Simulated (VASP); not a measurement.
Here is a VASP 6.6.1 calculation.

File INCAR:

```
  ALGO = Normal
  EDIFF = 1E-6
  ENCUT = 520
  GGA = PS
  ISIF = 2
  ISMEAR = 0
  LASPH = T
  LCHARG = F
  LREAL = F
  LWAVE = F
  NBANDS = 24
  NELM = 100
  PREC = Accurate
  SIGMA = 0.05
```

KPOINTS

```
k-points
0
Gamma
  9 9 4
```

The input POSCAR:

```
SrO
1.0
    3.4421743062      0.0000000000      0.0000000000
   -1.7210871531      2.9810103934      0.0000000000
    0.0000000000      0.0000000000      6.6251730277
Sr O
2 2
Direct
    0.3333333333      0.6666666667      0.2500000000
    0.6666666667      0.3333333333      0.7500000000
    0.0000000000      0.0000000000      0.0000000000
    0.0000000000      0.0000000000      0.5000000000
```

Potentials or basis: VASP PAW PBE potentials, release 64 (Sr_sv, O).

The run is started by

```console
$ cat potpaw_PBE.64/Sr_sv/POTCAR potpaw_PBE.64/O/POTCAR > POTCAR
$ mpirun -np 1 vasp_std > vasp.out
```

**Question.** Predict the pressure.

**Answer.** -2.9 GPa.

**Question.** Estimate the band gap on the k mesh.

**Answer.** 3.05 eV, direct.

Stress tensor (GPa, compression positive):
```
  3.57   0.00   0.00
  0.00   3.57   0.00
  0.00   0.00 -15.75
```

Caveat: the PAW data sets were made with another functional, which shifts forces and pressure a little; an odd mesh through Γ misses points on the zone boundary, where band edges often lie. A hybrid or GW would open this gap; PBEsol tends to underestimate it.
